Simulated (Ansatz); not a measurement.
**Energy from pressure between two volumes: SrF2 (I4mm, 3 atoms in the cell)**

```
SrF2
1.0
    0.00000     2.88550     2.88550
    2.88550     0.00000     2.88550
    2.88550     2.88550     0.00000
Sr F
1 2
Direct
  0.00866   0.00866   0.99134
  0.25000   0.25000   0.25000
  0.75000   0.75000   0.75000
```

Computed with PBE (plane waves, PAW; Ansatz, an electronic-structure program).

Settings: basis.ecutwfc = 74.2 Ry; kpoints.mp_grid.grid = 7 7 7; hamiltonian.xc = pbe; hamiltonian.pseudopotentials = {kind: paw} (the program's default PAW files); scf.occupations.method = fermi_dirac; scf.occupations.width = 0.0015 Ry. This cutoff ends a ladder whose last two steps agree within 1 meV/atom.

The second cell is the first with its lattice scaled by 0.98, at the same fractional positions.

The starting cell has typed, rounded lattice constants, without a prior relaxation at this level. Its lattice was rescaled by up to half a per cent. One atom was moved a little off its site on purpose. Ansatz's pressure includes its estimate of the finite-basis (Pulay) stress.

| cell | volume (Å³/atom) | pressure (GPa) | F less the first cell's (meV/atom) |
|---|---|---|---|
| first | 16.0167 | 3.26 | 0.00 |
| second | 15.0748 | 8.75 | ? |

Question: Estimate the energy of the second cell from the pressures, and the bulk modulus between the two volumes.

Answer: With P = −dF/dV, the trapezoid gives ΔF ≈ −(P₁ + P₂)/2 · ΔV = −(6.005 GPa) · (-0.9419 Å³) = 35.30 meV/atom (1 eV/Å³ = 160.22 GPa). The modulus at fixed fractional positions is B = −ΔP/Δln V = 91 GPa, a mean over the interval; zero pressure lies outside it, so this is not the modulus at equilibrium. P(V) is curved, so the trapezoid lies high by about |ΔV|³·B·(1 + B′)/(12·V̄²) = 0.81 meV/atom for an assumed B′ = 4, which leaves 34.49 meV/atom. The runs gave 34.46 meV/atom, a miss of 0.03 meV/atom. Cases were kept where this miss is small, so the page shows the method and is no test of it.

Left out of this page: 15 runs of the series outside the window shown, repeating another row's setting, or not comparable.

Keys are those of Ansatz 0.2.
